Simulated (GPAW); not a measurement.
Crystal: Re.

```
Re
1.0
     2.76080    0.00000    0.00000
    -1.38040    2.39092    0.00000
     0.00000    0.00000    4.45820
Re
2
Direct
  0.66667 0.33333 0.75000
  0.33333 0.66667 0.25000
```

Base run:

```yaml
Program: GPAW 26.7.0
Functional: PBE
Potentials_or_basis: GPAW PAW data sets (gpaw-data 1.2.1)
Cutoff: 600 eV
Basis: pw
k_mesh: 8 × 8 × 4
Occupations: fermi-dirac, width 0.05 eV
Spin: no spin polarisation
Hubbard_terms: Re d U = 4 eV
```

Its results: pressure 2.1 GPa.

Q: The run is repeated on the same cell with these changes: hubbard terms from Re d U = 4 eV to Re d U = 2 eV; band points from 80 to 100. What comes out?

A: Pressure 4.1 GPa.

Caveats: U without spin polarisation on a metal has little footing; the U is typed as a test and isn't derived for this compound.

Not every run made on this cell is shown here.
